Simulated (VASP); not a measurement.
# Pm (Fm-3m) in VASP: notebook

Runs on Pm. Level: LDA. Tasks: single point.

Everything below comes from runs of VASP 6.6.1. Logs are shortened: lines on timing, memory, paths and dates and some standing lists are left out, and cuts for length are marked.

## Step 1: The structure

The structure is cubic, space group Fm-3m (No. 225). Conventional cell: a = 5.168 Å, b = 5.168 Å, c = 5.168 Å, α = 90.00°, β = 90.00°, γ = 90.00°. Pm (site symmetry m-3m) is surrounded by 12 Pm at 3.65 Å.

This isn't the form of Pm at room conditions, which is double hcp.

## Step 2: Single point, LDA, collinear spin, ferromagnetic start

Input file INCAR:

```
PREC     = Accurate       # precision mode
ENCUT    = 550            # plane-wave cutoff, eV
EDIFF    = 1E-6           # SCF threshold, eV
ISMEAR   = -1             # smearing method
SIGMA    = 0.2            # smearing width, eV
LREAL    = F              # projectors in reciprocal space
LASPH    = T              # aspherical terms in the spheres
NELM     = 100            # most SCF steps
ALGO     = Normal         # electronic algorithm
ISIF     = 2              # what is computed and relaxed
LWAVE    = F              # write WAVECAR
LCHARG   = F              # write CHGCAR
ISPIN    = 2              # spin polarisation
MAGMOM   = 4              # initial moments
LORBIT   = 11             # projections on sites
LMAXMIX  = 6              # l up to which the mixer works
GGA      = CA             # functional
NBANDS   = 18             # bands
ADDGRID  = F
```

Input file KPOINTS:

```
Automatic mesh
0
Gamma
  5 5 5
```

Input file POSCAR:

```
Pm
1.0
   -0.0555010000      2.5655700000      2.5293400000
    2.5242190000     -0.0080540000      2.4818930000
    2.6229240000      2.6168280000     -0.1067590000
Pm
1
Direct
    0.0077670000      0.0042080000     -0.0216400000
```

Potentials or basis: VASP PAW PBE potentials, release 64 (Pm).

Launch:

```console
cat potpaw_PBE.64/Pm/POTCAR > POTCAR
mpirun -np 1 vasp_std > vasp.out
```

OUTCAR:

```text
PREC = Accurate
   ENCUT = 550
   EDIFF = 1E-6
   ISMEAR = -1
   LREAL = F
   LASPH = T
   NELM = 100
   ISIF = 2
   ISPIN = 2
   LORBIT = 11
   GGA = CA

 Found     63 irreducible k-points:

 Following reciprocal coordinates:
            Coordinates               Weight
  0.000000  0.000000  0.000000      1.000000
  0.200000  0.000000  0.000000      2.000000
  0.400000 -0.000000  0.000000      2.000000
  0.000000  0.200000 -0.000000      2.000000
  0.200000  0.200000  0.000000      2.000000
  0.400000  0.200000  0.000000      2.000000
   k-points           NKPTS =     63   k-points in BZ     NKDIM =     63   number of bands    NBANDS=     18
   number of dos      NEDOS =    301   number of ions     NIONS =      1
   total plane-waves  NPLWV =  21952
   dimension x,y,z NGX =    28 NGY =   28 NGZ =   28
   dimension x,y,z NGXF=    56 NGYF=   56 NGZF=   56
   ions per type =               1
   NGX,Y,Z   is equivalent  to a cutoff of  12.92, 13.15, 12.56 a.u.
   NGXF,Y,Z  is equivalent  to a cutoff of  25.84, 26.30, 25.12 a.u.
 SYSTEM =  unknown system
   PREC   = accura    normal or accurate (medium, high low for compatibility)
   ISTART =      0    job   : 0-new  1-cont  2-samecut
   ICHARG =      2    charge: 1-file 2-atom 10-const
   ISPIN  =      2    spin polarized calculation?
   LNONCOLLINEAR =      F non collinear calculations
   LSORBIT =      F    spin-orbit coupling
   LASPH  =      T    aspherical Exc in radial PAW
   ENCUT  =  550.0 eV  40.42 Ry    6.36 a.u.   6.89  6.77  7.09*2*pi/ulx,y,z
   NELM   =    100;   NELMIN=  2; NELMDL= -5     # of ELM steps
   EDIFF  = 0.1E-05   stopping-criterion for ELM
[... 19 lines left out ...]
     AMIX_MAG =   1.60;   BMIX_MAG =  1.00
  volume/ion in A,a.u.               =      34.51       232.91
  Fermi-wavevector in a.u.,A,eV,Ry     =   1.240052  2.343359 20.922083  1.537730
  Thomas-Fermi vector in A             =   2.374509
   LORBIT       =     11    0 simple, 1 ext, 2 COOP (PROOUT), +10 PAW based schemes
[... 5 lines left out ...]
   LRPA    =     F    only Hartree local field effects (RPA)
 spin polarized calculation
  energy-cutoff  :      550.00
  volume of cell :       34.51
 maximum number of plane-waves:      1026
   NGX = 13   NGY = 13   NGZ = 15

 number of electron      15.0000000 magnetization       5.0812032

 Free energy of the ion-electron system (eV)
  ---------------------------------------------------
  ext. energy  EPLUGINS =         0.00000000
  ---------------------------------------------------
  free energy    TOTEN  =        -8.46936464 eV

  energy without entropy =       -7.54299535  energy(sigma->0) =       -8.00617999

 E-fermi :   5.5643     XC(G=0): -10.0591

 val. band max:        5.5608406256   @ k =   0.4000   0.2000   0.2000
 cond. band min:       5.5647467107   @ k =  -0.0000  -0.2000   0.2000
 fundamental gap:      0.0039060851
 Fermi energy:         5.5642822166

 spin component 1

 k-point     1 :       0.0000    0.0000    0.0000
  band No.  band energies     occupation
      1     -32.8922      1.00000
      2     -12.9607      1.00000
      3     -12.9028      1.00000
      4     -12.8577      1.00000
      5       1.4332      1.00000
      6       5.1113      0.90594
[... 10 lines left out ...]
     17       9.8539      0.00000
     18      14.8906      0.00000

 k-point     2 :       0.2000    0.0000    0.0000
  band No.  band energies     occupation
      1     -32.8534      1.00000
      2     -13.2997      1.00000
      3     -12.9837      1.00000
      4     -12.9106      1.00000
      5       2.4416      1.00000
      6       5.0791      0.91878
[... 10 lines left out ...]
     17       9.6886      0.00000
     18      15.4630      0.00000

 k-point     3 :       0.4000   -0.0000    0.0000
  band No.  band energies     occupation
      1     -32.7898      1.00000
      2     -13.8676      1.00000
      3     -13.0395      1.00000
      4     -12.9924      1.00000
      5       3.5568      0.99996
      6       5.1636      0.88118
[... 10 lines left out ...]
     17      11.3417      0.00000
     18      14.2381      0.00000

 k-point     4 :       0.0000    0.2000   -0.0000
  band No.  band energies     occupation
      1     -32.8474      1.00000
      2     -13.2942      1.00000
      3     -13.0013      1.00000
      4     -12.9483      1.00000
      5       2.4970      1.00000
      6       5.0756      0.92007
[... 10 lines left out ...]
     17       9.5250      0.00000
     18      15.3939      0.00000

 k-point     5 :       0.2000    0.2000    0.0000
  band No.  band energies     occupation
      1     -32.8361      1.00000
      2     -13.2835      1.00000
      3     -13.0653      1.00000
      4     -13.0340      1.00000
      5       2.8297      1.00000
      6       4.9830      0.94815
[... 10 lines left out ...]
     17      10.2200      0.00000
     18      17.3661      0.00000

 k-point     6 :       0.4000    0.2000    0.0000
  band No.  band energies     occupation
      1     -32.7812      1.00000
      2     -13.6787      1.00000
      3     -13.1796      1.00000
      4     -13.1405      1.00000
      5       4.0836      0.99939
      6       5.0622      0.92488
[... 10 lines left out ...]
     17      11.3972      0.00000
     18      15.4561      0.00000

 [... further k-points ...]

 spin component 2

 k-point     1 :       0.0000    0.0000    0.0000
  band No.  band energies     occupation
      1     -30.9361      1.00000
      2     -11.3978      1.00000
      3     -11.3286      1.00000
      4     -11.2769      1.00000
      5       2.1293      1.00000
      6       7.6801      0.00003
[... 10 lines left out ...]
     17      10.7695      0.00000
     18      15.8938      0.00000

 k-point     2 :       0.2000    0.0000    0.0000
  band No.  band energies     occupation
      1     -30.8917      1.00000
      2     -11.7794      1.00000
      3     -11.4218      1.00000
      4     -11.3354      1.00000
      5       3.1710      0.99999
      6       6.9475      0.00099
[... 10 lines left out ...]
     17      10.6837      0.00000
     18      16.2710      0.00000

 k-point     3 :       0.4000   -0.0000    0.0000
  band No.  band energies     occupation
      1     -30.8187      1.00000
      2     -12.4134      1.00000
      3     -11.4839      1.00000
      4     -11.4258      1.00000
      5       4.3017      0.99819
      6       7.4194      0.00009
[... 10 lines left out ...]
     17      12.3774      0.00000
     18      15.1562      0.00000

 k-point     4 :       0.0000    0.2000   -0.0000
  band No.  band energies     occupation
      1     -30.8850      1.00000
      2     -11.7695      1.00000
      3     -11.4424      1.00000
      4     -11.3782      1.00000
      5       3.2221      0.99999
      6       7.0171      0.00070
[... 10 lines left out ...]
     17      10.5398      0.00000
     18      16.1795      0.00000

 k-point     5 :       0.2000    0.2000    0.0000
  band No.  band energies     occupation
      1     -30.8720      1.00000
      2     -11.7600      1.00000
      3     -11.5121      1.00000
      4     -11.4753      1.00000
      5       3.5640      0.99995
      6       6.4813      0.01010
[... 10 lines left out ...]
     17      11.1937      0.00000
     18      18.0856      0.00000

 k-point     6 :       0.4000    0.2000    0.0000
  band No.  band energies     occupation
      1     -30.8090      1.00000
      2     -12.2024      1.00000
      3     -11.6370      1.00000
      4     -11.5965      1.00000
      5       4.8403      0.97391
      6       6.2578      0.03025
[... 10 lines left out ...]
     17      12.4212      0.00000
     18      16.3691      0.00000

 [... further k-points ...]
[... 5 lines left out ...]
  --------------------------------------------------------------------------------------
  -------------------------------------------------------------------------------------
  Total       -0.5750214     -0.5828367     -0.5454737     -0.0648339      0.0912673      0.2337046
  in kB      -26.6930876    -27.0558820    -25.3214533     -3.0096583      4.2367223     10.8488119
  external PRESSURE =     -26.3568076 kB  Pullay stress =       0.0000000 kB

 VOLUME and BASIS-vectors are now :
 -----------------------------------------------------------------------------
  energy-cutoff  :      550.00
  volume of cell :       34.51
      direct lattice vectors                 reciprocal lattice vectors
    -0.055501000  2.565570000  2.529340000    -0.188150331  0.196421533  0.191996440
     2.524219000 -0.008054000  2.481893000     0.199708474 -0.192047705  0.199180755
     2.622924000  2.616828000 -0.106759000     0.185079531  0.188976904 -0.187622612

 POSITION                                       TOTAL-FORCE (eV/Angst)
 -----------------------------------------------------------------------------------
      2.57635      2.58009     -0.07436         0.000000      0.000000     -0.000000
 -----------------------------------------------------------------------------------
    total drift:                               -0.000001      0.000004     -0.000001

  FREE ENERGIE OF THE ION-ELECTRON SYSTEM (eV)
  ---------------------------------------------------
  free  energy   TOTEN  =        -8.4693646355 eV

  energy  without entropy=       -7.5429953505  energy(sigma->0) =       -8.00617999

 total charge

# of ion       s       p       d       f       tot
--------------------------------------------------
    1        2.048   5.472   0.497   4.391  12.408

 magnetization (x)

# of ion       s       p       d       f       tot
--------------------------------------------------
    1       -0.001   0.026   0.161   4.374   4.561
```

Wall time 44 s (1 thread of Intel Xeon 6975P-C (Granite Rapids), shared host); peak memory 0.2 GiB.

The run converged, but some of its settings lie outside the range that counts as converged, so its numbers aren't taken as properties of the crystal.

Results:

```yaml
Free_energy: -8.4694 eV
Pressure: -2.6 GPa
Band_gap_on_the_k_mesh: none (metal or under the smearing width)
Net_moment: 5.08 μB per cell
Site_moments: Pm +4.56 μB
Valence_electrons_inside_the_program's_atomic_spheres: Pm 12.41
```

Caveat: the k mesh is coarse (spacing up to 0.43 Å⁻¹), so the values aren't converged; the magnetic or orbital state may not be the lowest; the PAW data sets were made with another functional, which shifts forces and pressure a little; spin-orbit coupling is left out, which moves the levels of the heavy elements.

## Step 3: Single point, LDA, collinear spin, ferromagnetic start

This run uses another cell than the first one, of the same volume but with other edges.

Changes to INCAR since step 2:

```diff
@@ -1,3 +1,3 @@
 PREC     = Accurate       # precision mode
-ENCUT    = 550            # plane-wave cutoff, eV
+ENCUT    = 700            # plane-wave cutoff, eV
 EDIFF    = 1E-6           # SCF threshold, eV
```

KPOINTS is that of step 2.

Input file POSCAR:

```
Pm
1.0
    0.0000000000      2.5841748100      2.5841748100
    2.5841748100      0.0000000000      2.5841748100
    2.5841748100      2.5841748100      0.0000000000
Pm
1
Direct
    0.0000000000      0.0000000000      0.0000000000
```

Potentials or basis: VASP PAW PBE potentials, release 64 (Pm).

Launch:

```console
cat potpaw_PBE.64/Pm/POTCAR > POTCAR
mpirun -np 1 vasp_std > vasp.out
```

Run time: 10 s. Hardware: 1 thread of Intel Xeon 6975P-C (Granite Rapids), shared host; peak memory 0.17 GiB.

The run converged, but some of its settings lie outside the range that counts as converged, so its numbers aren't taken as properties of the crystal.

What came out:

```yaml
Free_energy: -8.4788 eV
Pressure: -2.3 GPa
Band_gap_on_the_k_mesh: none (metal or under the smearing width)
Net_moment: 5.08 μB per cell
Site_moments: Pm +4.56 μB
Valence_electrons_inside_the_program's_atomic_spheres: Pm 12.41
```

Caveat: the k mesh is coarse (spacing up to 0.42 Å⁻¹), so the values aren't converged; the magnetic or orbital state may not be the lowest; the PAW data sets were made with another functional, which shifts forces and pressure a little; spin-orbit coupling is left out, which moves the levels of the heavy elements.

## Step 4: Single point, LDA, collinear spin, ferromagnetic start

INCAR is that of step 3.

KPOINTS is that of step 3.

Input file POSCAR:

```
Pm
1.0
   -0.0555010000      2.5655700000      2.5293400000
    2.5242190000     -0.0080540000      2.4818930000
    2.6229240000      2.6168280000     -0.1067590000
Pm
1
Direct
    0.0077670000      0.0042080000     -0.0216400000
```

Potentials or basis: VASP PAW PBE potentials, release 64 (Pm).

Launch:

```console
cat potpaw_PBE.64/Pm/POTCAR > POTCAR
mpirun -np 1 vasp_std > vasp.out
```

OUTCAR:

```text
PREC = Accurate
   ENCUT = 700
   EDIFF = 1E-6
   ISMEAR = -1
   LREAL = F
   LASPH = T
   NELM = 100
   ISIF = 2
   ISPIN = 2
   LORBIT = 11
   GGA = CA

 Found     63 irreducible k-points:

 Following reciprocal coordinates:
            Coordinates               Weight
  0.000000  0.000000  0.000000      1.000000
  0.200000  0.000000  0.000000      2.000000
  0.400000 -0.000000  0.000000      2.000000
  0.000000  0.200000 -0.000000      2.000000
  0.200000  0.200000  0.000000      2.000000
  0.400000  0.200000  0.000000      2.000000
   k-points           NKPTS =     63   k-points in BZ     NKDIM =     63   number of bands    NBANDS=     18
   number of dos      NEDOS =    301   number of ions     NIONS =      1
   total plane-waves  NPLWV =  32768
   dimension x,y,z NGX =    32 NGY =   32 NGZ =   32
   dimension x,y,z NGXF=    64 NGYF=   64 NGZF=   64
   ions per type =               1
   NGX,Y,Z   is equivalent  to a cutoff of  14.76, 15.03, 14.35 a.u.
   NGXF,Y,Z  is equivalent  to a cutoff of  29.53, 30.06, 28.70 a.u.
 SYSTEM =  unknown system
   PREC   = accura    normal or accurate (medium, high low for compatibility)
   ISTART =      0    job   : 0-new  1-cont  2-samecut
   ICHARG =      2    charge: 1-file 2-atom 10-const
   ISPIN  =      2    spin polarized calculation?
   LNONCOLLINEAR =      F non collinear calculations
   LSORBIT =      F    spin-orbit coupling
   LASPH  =      T    aspherical Exc in radial PAW
[... 188 lines left out ...]

 k-point     1 :       0.0000    0.0000    0.0000
  band No.  band energies     occupation
      1     -30.9364      1.00000
      2     -11.3977      1.00000
      3     -11.3285      1.00000
      4     -11.2768      1.00000
      5       2.1294      1.00000
      6       7.6802      0.00003
[... 103 lines left out ...]
      5       4.8404      0.97387
      6       6.2579      0.03020
[... 10 lines left out ...]
     17      12.4213      0.00000
     18      16.3692      0.00000

 [... further k-points ...]
[... 5 lines left out ...]
  --------------------------------------------------------------------------------------
  -------------------------------------------------------------------------------------
  Total       -0.5834473     -0.5914306     -0.5538917     -0.0648296      0.0912962      0.2336701
  in kB      -27.0842300    -27.4548237    -25.7122262     -3.0094562      4.2380620     10.8472075
  external PRESSURE =     -26.7504266 kB  Pullay stress =       0.0000000 kB

 VOLUME and BASIS-vectors are now :
 -----------------------------------------------------------------------------
  energy-cutoff  :      700.00
  volume of cell :       34.51
      direct lattice vectors                 reciprocal lattice vectors
    -0.055501000  2.565570000  2.529340000    -0.188150331  0.196421533  0.191996440
     2.524219000 -0.008054000  2.481893000     0.199708474 -0.192047705  0.199180755
     2.622924000  2.616828000 -0.106759000     0.185079531  0.188976904 -0.187622612

 POSITION                                       TOTAL-FORCE (eV/Angst)
 -----------------------------------------------------------------------------------
      2.57635      2.58009     -0.07436         0.000000      0.000000      0.000000
 -----------------------------------------------------------------------------------
    total drift:                               -0.000001      0.000001     -0.000002

  FREE ENERGIE OF THE ION-ELECTRON SYSTEM (eV)
  ---------------------------------------------------
  free  energy   TOTEN  =        -8.4700486766 eV

  energy  without entropy=       -7.5437120688  energy(sigma->0) =       -8.00688037

 total charge

# of ion       s       p       d       f       tot
--------------------------------------------------
    1        2.049   5.471   0.497   4.392  12.409

 magnetization (x)

# of ion       s       p       d       f       tot
--------------------------------------------------
    1       -0.001   0.027   0.161   4.375   4.562
```

OSZICAR:

```text
N       E                     dE             d eps       ncg     rms          rms(c)
DAV:   1     0.122173119532E+03    0.12217E+03   -0.74374E+03  4730   0.161E+03
DAV:   2     0.920296649352E+01   -0.11297E+03   -0.98385E+02  5054   0.216E+02
DAV:   3    -0.680929787729E+01   -0.16012E+02   -0.15071E+02  5720   0.924E+01
DAV:   4    -0.782842108503E+01   -0.10191E+01   -0.10073E+01  7346   0.225E+01
DAV:   5    -0.785584926727E+01   -0.27428E-01   -0.27383E-01  6252   0.275E+00    0.287E+01
DAV:   6    -0.193359467337E+02   -0.11480E+02   -0.55418E+01  5712   0.655E+01    0.387E+01
DAV:   7    -0.897349316078E+01    0.10362E+02   -0.17182E+01  5874   0.346E+01    0.843E+00
DAV:   8    -0.873572735826E+01    0.23777E+00   -0.38360E+00  6382   0.181E+01    0.129E+01
DAV:   9    -0.851871791962E+01    0.21701E+00   -0.19012E-01  6864   0.476E+00    0.539E+00
DAV:  10    -0.849522122456E+01    0.23497E-01   -0.23419E-01  6252   0.545E+00    0.350E+00
DAV:  11    -0.847140110875E+01    0.23820E-01   -0.28812E-02  6692   0.195E+00    0.936E-01
DAV:  12    -0.847082906764E+01    0.57204E-03   -0.65649E-04  7242   0.217E-01    0.666E-01
DAV:  13    -0.847013374925E+01    0.69532E-03   -0.15520E-03  5852   0.436E-01    0.110E-01
DAV:  14    -0.847006790124E+01    0.65848E-04   -0.89002E-05  7164   0.853E-02    0.571E-02
DAV:  15    -0.847005389472E+01    0.14007E-04   -0.13547E-04  6738   0.933E-02    0.604E-02
DAV:  16    -0.847004880745E+01    0.50873E-05   -0.68759E-06  5194   0.258E-02    0.200E-02
DAV:  17    -0.847004867656E+01    0.13089E-06   -0.49063E-07  3278   0.564E-03
   1 F= -.84700487E+01 E0= -.80068804E+01  d E =-.926337E+00  mag=     5.0811
```

Wall time 45 s (1 thread of Intel Xeon 6975P-C (Granite Rapids), shared host); peak memory 0.23 GiB.

The run converged, but some of its settings lie outside the range that counts as converged, so its numbers aren't taken as properties of the crystal.

Results:

- Free energy: -8.4700 eV
- Pressure: -2.7 GPa
- Band gap on the k mesh: none (metal or under the smearing width)
- Net moment: 5.08 μB per cell
- Site moments: Pm +4.56 μB
- Valence electrons inside the program's atomic spheres: Pm 12.41

Caveat: the k mesh is coarse (spacing up to 0.43 Å⁻¹), so the values aren't converged; the magnetic or orbital state may not be the lowest; the PAW data sets were made with another functional, which shifts forces and pressure a little; spin-orbit coupling is left out, which moves the levels of the heavy elements.

[end of part 1 of 2]
